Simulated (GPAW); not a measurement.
CaF2 (Fluorite), 3 atoms in the cell. The typed cell holds 3 atoms: a = 3.862 Å, b = 3.862 Å, c = 3.862 Å, α = 60.00°, β = 60.00°, γ = 60.00°.  The cell isn't the ideal one: atoms moved at random, drawn with an rms of 0.05 Å.

* Program: GPAW 26.7.0
* Task: single point
* Functional: PBEsol
* Potentials or basis: PAW data sets generated in the run's folder for this functional
* Cutoff: 800 eV
* Basis: pw
* k mesh: 8 × 8 × 8
* Occupations: fermi-dirac, width 0.05 eV
* Spin: no spin polarisation
* Maxiter: 150

Potentials or basis: PAW data sets generated in the run's folder for this functional, pw.

Launch:

```sh
$ gpaw-setup -f PBEsol Ca F
$ OMP_NUM_THREADS=1 python run.py
```

Hardware: 1 thread of Arm Neoverse V2, with other jobs on the host.

How long does it take, and how much memory?

It took 3.9 min on 1 thread of Arm Neoverse V2, on a shared host, peak memory 0.46 GiB. Counts: scf iterations 10, plane waves 2120, bands 22, k points 260.
